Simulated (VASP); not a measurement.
# Ru (P6_3/mmc) in VASP: a series of runs

The runs below take Ru through single point, with PBEsol.

All numbers are computed with VASP 6.6.1; they aren't measurements. Logs are shortened: lines on timing, memory, paths and dates and some standing lists are left out, and cuts for length are marked.

## (1) The undisturbed crystal

It takes space group P6_3/mmc (No. 194, hexagonal). The conventional cell has a = 2.706 Å, b = 2.706 Å, c = 4.282 Å, α = 90.00°, β = 90.00°, γ = 120.00°. Ru (site symmetry -6m2) is surrounded by 12 Ru at 2.65 to 2.71 Å.

## (2) Single point, PBEsol (grid = ENCUT=400 dk=0.35 cell=2x2x1 ISMEAR=1 SIGMA=0.1 LREAL=Auto EDIFF=1e-06)

INCAR

```
SYSTEM = Ru
ALGO = Fast
EDIFF = 1E-6
ENCUT = 400
GGA = PS
ISIF = 2
ISMEAR = 1
LASPH = .TRUE.
LCHARG = .FALSE.
LREAL = Auto
LWAVE = .FALSE.
NBANDS = 64
NELM = 120
PREC = Accurate
SIGMA = 0.1
```

KPOINTS

```
k-points
0
G
  4 4 5
  0 0 0
```

POSCAR

```
Ru
1.0
    5.4116000000      0.0000000000      0.0000000000
   -2.7058000000      4.6865830752      0.0000000000
    0.0000000000      0.0000000000      4.2819000000
Ru
8
Direct
    0.3333333334      0.1666666666      0.7500000000
    0.3333333334      0.6666666666      0.7500000000
    0.8333333333      0.1666666666      0.7500000000
    0.8333333333      0.6666666666      0.7500000000
    0.1666666666      0.3333333334      0.2500000000
    0.1666666666      0.8333333333      0.2500000000
    0.6666666666      0.3333333334      0.2500000000
    0.6666666666      0.8333333333      0.2500000000
```

Potentials or basis: VASP PAW PBE potentials, release 64 (Ru_pv).

The run is started by

```
$ cat potpaw_PBE.64/Ru_pv/POTCAR > POTCAR
$ mpirun -np 1 vasp_std > vasp.out
```

OUTCAR:

```text
SYSTEM = Ru
   EDIFF = 1E-6
   ENCUT = 400
   GGA = PS
   ISIF = 2
   ISMEAR = 1
   LASPH = .TRUE.
   LREAL = Auto
   NELM = 120
   PREC = Accurate

 Found     12 irreducible k-points:

 Following reciprocal coordinates:
            Coordinates               Weight
  0.000000  0.000000  0.000000      1.000000
  0.250000  0.000000  0.000000      6.000000
  0.500000  0.000000  0.000000      3.000000
  0.250000  0.250000  0.000000      6.000000
  0.000000  0.000000  0.200000      2.000000
  0.250000  0.000000  0.200000     12.000000
   k-points           NKPTS =     12   k-points in BZ     NKDIM =     12   number of bands    NBANDS=     64
   number of dos      NEDOS =    301   number of ions     NIONS =      8
   total plane-waves  NPLWV =  36288
   dimension x,y,z NGX =    36 NGY =   36 NGZ =   28
   dimension x,y,z NGXF=    72 NGYF=   72 NGZF=   56
   ions per type =               8
   NGX,Y,Z   is equivalent  to a cutoff of  11.06, 11.06, 10.87 a.u.
   NGXF,Y,Z  is equivalent  to a cutoff of  22.12, 22.12, 21.74 a.u.
 SYSTEM =  Ru
   PREC   = accura    normal or accurate (medium, high low for compatibility)
   ISTART =      0    job   : 0-new  1-cont  2-samecut
   ICHARG =      2    charge: 1-file 2-atom 10-const
   ISPIN  =      1    spin polarized calculation?
   LNONCOLLINEAR =      F non collinear calculations
   LSORBIT =      F    spin-orbit coupling
   LASPH  =      T    aspherical Exc in radial PAW
   ENCUT  =  400.0 eV  29.40 Ry    5.42 a.u.   8.82  8.82  6.98*2*pi/ulx,y,z
   NELM   =    120;   NELMIN=  2; NELMDL= -5     # of ELM steps
   EDIFF  = 0.1E-05   stopping-criterion for ELM
   LREAL  =      T    real-space projection
   EDIFFG = 0.1E-04   stopping-criterion for IOM
   NSW    =      0    number of steps for IOM
   IBRION =     -1    ionic relax: 0-MD 1-quasi-New 2-CG
   NFREE  =      0    steps in history (QN), initial steepest desc. (CG)
   ISIF   =      2    stress and relaxation
   ISYM   =      2    0-nonsym 1-usesym 2-fastsym
   POTIM  = 0.5000    time-step for ionic-motion
   TEBEG  =    0.0;   TEEND  =   0.0 temperature during run
   PSTRESS=    0.0 pullay stress
   NELECT =     112.0000    total number of electrons
   NUPDOWN=      -1.0000    fix difference up-down
   EMIN   =  10.00;   EMAX   =-10.00  energy-range for DOS
   EFERMI =   0.00;   METHOD = LEGACY
   ISMEAR =     1;   SIGMA  =   0.10  broadening in eV -4-tet -1-fermi 0-gaus
   EFERMI_NEDOS =   21; number of points for ismear=-14 and -15
   IALGO  =     68    algorithm
   IMIX   =      4    mixing-type and parameters
     AMIX     =   0.40;   BMIX     =  1.00
     AMIX_MAG =   1.60;   BMIX_MAG =  1.00
  volume/ion in A,a.u.               =      13.57        91.61
  Fermi-wavevector in a.u.,A,eV,Ry     =   1.654022  3.125649 37.222674  2.735789
  Thomas-Fermi vector in A             =   2.742361
   LORBIT       =      0    0 simple, 1 ext, 2 COOP (PROOUT), +10 PAW based schemes
   GGA     = PS    functional components
   LHFCALC =     F    Hartree Fock is set to
   AEXX    =    0.0000 exact exchange contribution
   IVDW    =     0    specifies the selected vdW correction
   LEPSILON=     F    determine dielectric tensor
   LRPA    =     F    only Hartree local field effects (RPA)
 non-spin polarized calculation
 RMM-DIIS sequential band-by-band and
 Methfessel and Paxton  Order N= 1 SIGMA  =   0.10
  energy-cutoff  :      400.00
  volume of cell :      108.60
 maximum number of plane-waves:      1992
 NGX is ok and might be reduce to    36
   NGX = 17   NGY = 17   NGZ = 13

 number of electron     112.0000029 magnetization

 Free energy of the ion-electron system (eV)
  ---------------------------------------------------
  ext. energy  EPLUGINS =         0.00000000
  ---------------------------------------------------
  free energy    TOTEN  =       -81.49250955 eV

  energy without entropy =      -81.49045614  energy(sigma->0) =      -81.49182508

 E-fermi :  12.6941     XC(G=0): -14.2832

 val. band max:       12.6861962022   @ k =   0.2500   0.0000   0.4000
 cond. band min:      12.7098779839   @ k =   0.2500   0.0000   0.4000
 fundamental gap:      0.0236817817
 Fermi energy:        12.6941336798

 k-point     1 :       0.0000    0.0000    0.0000
  band No.  band energies     occupation
      1     -30.9135      2.00000
      2     -30.7183      2.00000
      3     -30.7183      2.00000
      4     -30.7183      2.00000
      5     -30.5259      2.00000
      6     -30.5259      2.00000
[... 56 lines left out ...]
     63      14.5787     -0.00000
     64      14.6253     -0.00000

 k-point     2 :       0.2500    0.0000    0.0000
  band No.  band energies     occupation
      1     -30.8612      2.00000
      2     -30.6601      2.00000
      3     -30.6601      2.00000
      4     -30.6087      2.00000
      5     -30.5371      2.00000
      6     -30.4797      2.00000
[... 56 lines left out ...]
     63      14.2149     -0.00000
     64      14.4384     -0.00000

 k-point     3 :       0.5000    0.0000    0.0000
  band No.  band energies     occupation
      1     -30.7192      2.00000
      2     -30.7192      2.00000
      3     -30.5599      2.00000
      4     -30.5599      2.00000
      5     -30.4769      2.00000
      6     -30.4769      2.00000
[... 56 lines left out ...]
     63      14.2502     -0.00000
     64      14.2686     -0.00000

 k-point     4 :       0.2500    0.2500    0.0000
  band No.  band energies     occupation
      1     -30.7635      2.00000
      2     -30.6088      2.00000
      3     -30.5979      2.00000
      4     -30.5979      2.00000
      5     -30.4736      2.00000
      6     -30.4736      2.00000
[... 56 lines left out ...]
     63      14.1157     -0.00000
     64      14.2062     -0.00000

 k-point     5 :       0.0000    0.0000    0.2000
  band No.  band energies     occupation
      1     -30.8096      2.00000
      2     -30.7884      2.00000
      3     -30.7884      2.00000
      4     -30.7884      2.00000
      5     -30.6142      2.00000
      6     -30.6142      2.00000
[... 56 lines left out ...]
     63      14.3212     -0.00000
     64      14.5279     -0.00000

 k-point     6 :       0.2500    0.0000    0.2000
  band No.  band energies     occupation
      1     -30.7712      2.00000
      2     -30.7305      2.00000
      3     -30.7305      2.00000
      4     -30.7166      2.00000
      5     -30.5724      2.00000
      6     -30.5724      2.00000
[... 56 lines left out ...]
     63      14.0113     -0.00000
     64      14.3752     -0.00000

 [... further k-points ...]
[... 5 lines left out ...]
  --------------------------------------------------------------------------------------
  -------------------------------------------------------------------------------------
  Total       -4.8618783     -4.8618783     -5.8125296      0.0000000      0.0000000      0.0000000
  in kB      -71.7292245    -71.7292245    -85.7545620      0.0000000      0.0000000      0.0000000
  external PRESSURE =     -76.4043370 kB  Pullay stress =       0.0000000 kB

 VOLUME and BASIS-vectors are now :
 -----------------------------------------------------------------------------
  energy-cutoff  :      400.00
  volume of cell :      108.60
      direct lattice vectors                 reciprocal lattice vectors
     5.411600000  0.000000000  0.000000000     0.184788233  0.106687536  0.000000000
    -2.705800000  4.686583075  0.000000000     0.000000000  0.213375072  0.000000000
     0.000000000  0.000000000  4.281900000     0.000000000  0.000000000  0.233541185

 POSITION                                       TOTAL-FORCE (eV/Angst)
 -----------------------------------------------------------------------------------
      1.35290      0.78110      3.21143        -0.000000     -0.000000     -0.000000
      0.00000      3.12439      3.21143         0.000000     -0.000000      0.000000
      4.05870      0.78110      3.21143         0.000000     -0.000000     -0.000000
      2.70580      3.12439      3.21143         0.000000      0.000000      0.000000
     -0.00000      1.56219      1.07048        -0.000000     -0.000000     -0.000000
     -1.35290      3.90549      1.07048        -0.000000      0.000000      0.000000
      2.70580      1.56219      1.07048        -0.000000      0.000000     -0.000000
      1.35290      3.90549      1.07048        -0.000000     -0.000000      0.000000
 -----------------------------------------------------------------------------------
    total drift:                                0.000001      0.000001      0.000000

  FREE ENERGIE OF THE ION-ELECTRON SYSTEM (eV)
  ---------------------------------------------------
  free  energy   TOTEN  =       -81.4925095466 eV

  energy  without entropy=      -81.4904561430  energy(sigma->0) =      -81.49182508
```

Wall time 1.9 min (1 thread of Intel Xeon Platinum 8488C (Sapphire Rapids), shared host); peak memory 0.2 GiB.

These settings aren't checked as converged: the numbers below hold their error.

Results:

* Free energy: -81.4925 eV
* Pressure: -7.6 GPa
* Band gap on the k mesh: none (metal or under the smearing width)

Caveat: the PAW data sets were made with another functional, which shifts forces and pressure a little.

(Continued in part 2 of 2.)
